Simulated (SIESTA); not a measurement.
# BaH2 under changes of volume

One of the cells (17.401 Å³/atom); the others are scaled copies at fixed shape and fractional positions:

```xyz
6
Lattice="4.4620 0.0000 0.0000 -2.2310 3.8642 0.0000 0.0000 0.0000 6.0553" Properties=species:S:1:pos:R:3 pbc="T T T"
Ba    0.0000    2.5762    1.5138
Ba    2.2310    1.2881    4.5415
H     0.0000    0.0000    0.0000
H     0.0000    0.0000    3.0276
H     2.2310    1.2881    1.5138
H     0.0000    2.5762    4.5415
```

The cell comes from a database or a generator and needn't be the stable form of this composition.

| Item | Value |
| --- | --- |
| Program | SIESTA 5.4.2 |
| Functional | PBEsol |
| Potentials or basis | PseudoDojo 0.4 standard (PBEsol files) |
| Basis | DZP (energy shift 0.003 Ry; two zetas on semicore shells; d shell added on Ba) |
| Grid cutoff | 500 Ry |
| Energy shift | 0.003 Ry |
| k mesh | 5 × 5 × 4 |
| Occupations | fermi-dirac, width 0.05 eV |
| Spin | no spin polarisation |

```tsv
volume (Å³/atom)	energy over the lowest point (meV/atom)	pressure (GPa)
16.357	0.91	0.8
16.705	0.00	0.0
17.053	0.73	-0.7
17.401	2.93	-1.3
17.749	?	?
18.097	11.22	-2.5
18.445	17.10	-3.0
```

What does the run at 17.749 Å³/atom give?

Energy over the lowest point 6.46 meV/atom; pressure -1.9 GPa.

Worked out: A Birch-Murnaghan fit of order 3 (a polynomial in V^(-2/3)) to the other rows has its minimum at 16.72 Å³/atom with B0 = V·E''(V) = 36 GPa and B' = 3.6 at fixed shape and positions, which overstates the stiffness. It gives 6.46 meV/atom at 17.749 Å³/atom, against the run's 6.46, and -dE/dV = -1.9 GPa, against -1.9.

Energies are extrapolated to zero smearing.

Caveats: this set's barium file shifts pressures by up to 1 GPa against other sets; the basis of atomic orbitals isn't converged, which shifts pressures, moduli and gaps.
